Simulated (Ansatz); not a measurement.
Starting cell, NaBr (rock salt):

```yaml
crystal:
  lattice:
    - [0.00000, 5.94759, 5.94759]
    - [2.97379, 2.97379, 5.94759]
    - [2.97379, 2.97379, 0.00000]
  atoms:
    - { symbol: Br, position: [0.00000, 0.00000, 0.00000] }
    - { symbol: Br, position: [0.50000, 0.00000, 0.00000] }
    - { symbol: Na, position: [0.00000, 0.50000, 0.50000] }
    - { symbol: Na, position: [0.50000, 0.50000, 0.50000] }
```

A phonon eigenvector at X = (0.5, 0.5, 0.0) is frozen into this cell: atom i moves by Q times the vector below, so Q is the largest atomic displacement, in Å. The cell is held. It is one choice among 2 degenerate patterns. (q is in reciprocal vectors of the primitive cell; the cell shown is doubled to hold the pattern.)

```json
[
 {"atom": "Br1", "x": "0.000", "y": "-1.000", "z": "0.000"},
 {"atom": "Br2", "x": "0.000", "y": "1.000", "z": "0.000"},
 {"atom": "Na3", "x": "0.000", "y": "0.986", "z": "0.000"},
 {"atom": "Na4", "x": "0.000", "y": "-0.986", "z": "0.000"}
]
```

Method: r2SCAN (plane waves to 500 eV, PAW, scalar-relativistic; Ansatz, a first-principles code). k mesh 10×10×10 (Γ-centred), Fermi-Dirac smearing 0.05 eV. NaBr was relaxed with its symmetry unable to fall.

At one point of the scan the forces (eV/Å) are:

| atom | Fx | Fy | Fz |
|---|---|---|---|
| Br1 | 0.000 | 0.123 | 0.000 |
| Br2 | 0.000 | -0.123 | 0.000 |
| Na3 | 0.000 | -0.036 | 0.000 |
| Na4 | 0.000 | 0.036 | 0.000 |

Which point is it?
A) Q = 0.120 Å
B) Q = 0.180 Å
C) Q = 0.030 Å

A, Q = 0.120 Å

(A displaced cell: forces are minus the slopes of the energy, force constants its curvatures, and phonons follow from these.)
